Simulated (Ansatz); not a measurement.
# Ti: the cost of one run

Method: DFT LDA, scalar-relativistic, plane waves, PAW, in Ansatz 0.2.0.

### Step 1. The starting structure

The structure is hexagonal, space group P6_3/mmc (No. 194). The conventional cell has a = 2.950 Å, b = 2.950 Å, c = 4.680 Å, α = 90.00°, β = 90.00°, γ = 120.00°. Around Ti (site symmetry -6m2) lie 12 Ti at 2.89 to 2.95 Å.

As a file:

```xyz
2
Lattice="2.9500 0.0000 0.0000 -1.4750 2.5548 0.0000 0.0000 0.0000 4.6800" Properties=species:S:1:pos:R:3 pbc="T T T"
Ti    0.0000    1.7032    1.1700
Ti    1.4750    0.8516    3.5100
```

### Step 2. Relaxing cell and atoms: Ti, no spin

input.yaml reads:

```yaml
crystal:
  lattice:
    - [2.95, 0.0, 0.0]
    - [-1.475, 2.55477494, 0.0]
    - [0.0, 0.0, 4.68]
  atoms:
    - { symbol: Ti, position: [0.3333333333, 0.6666666667, 0.25] }
    - { symbol: Ti, position: [0.6666666667, 0.3333333333, 0.75] }
scf:
  occupations: { method: gaussian, width: 0.1 }
output:
  forces: true
  stress: true
  eigenvalues: true
  write_density: true
  write_potential: true
  elf: true
  volumetric_format: npy
kpoints:
  mp_grid: { grid: [33, 33, 18] }
hamiltonian:
  xc: lda
relax:
  f_tol: 0.003
  max_steps: 60
  cell: { stress_tol: 0.02 }
```

Command:

```
> ansatz run input.yaml --threads 8 --pin off --max-ram 24576MiB --backend cpu --events-out ev --progress --plain --runs-dir out
```

Q: Estimate wall time and peak memory on 8 threads of Intel Xeon Platinum 8488C (Sapphire Rapids), shared host.

About 28 s, with a peak of 0.91 GiB.
